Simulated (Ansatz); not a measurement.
Here is an Ansatz 0.2.0 calculation.

File input.yaml:

```yaml
crystal:
  lattice:
    - [3.35, 0.0, 0.0]
    - [-1.675, 2.9011851027, 0.0]
    - [0.0, 0.0, 5.86]
  atoms:
    - { symbol: Ta, position: [0.0, 0.0, 0.0] }
    - { symbol: S, position: [0.6666666667, 0.3333333333, 0.75] }
    - { symbol: S, position: [0.3333333333, 0.6666666667, 0.25] }
hamiltonian:
  xc: pbesol
  pseudopotentials: { kind: paw }
kpoints:
  mp_grid: { grid: [7, 7, 4] }
scf:
  occupations: { method: fermi_dirac, width: 0.05 }
phonons:
  method: dfpt
```

Potentials or basis: Ansatz PAW.

The run is started by

```bash
$ ansatz run input.yaml --threads 2 --pin off --max-ram 5632MiB --backend cpu --events-out ev --progress --plain --runs-dir out
```

Problem. Predict the highest phonon frequency at Γ.

Solution. 377 cm⁻¹.

Problem. Estimate the band gap on the k mesh.

Solution. None (metal or under the smearing width).

Phonon frequencies in cm⁻¹ (negative: imaginary):
```
              q point                    frequencies
(0.000, 0.000, 0.000)  0 0 0 242 242 273 273 371 377
```

 The run has no spin-orbit coupling, so splittings on Ta are missing.
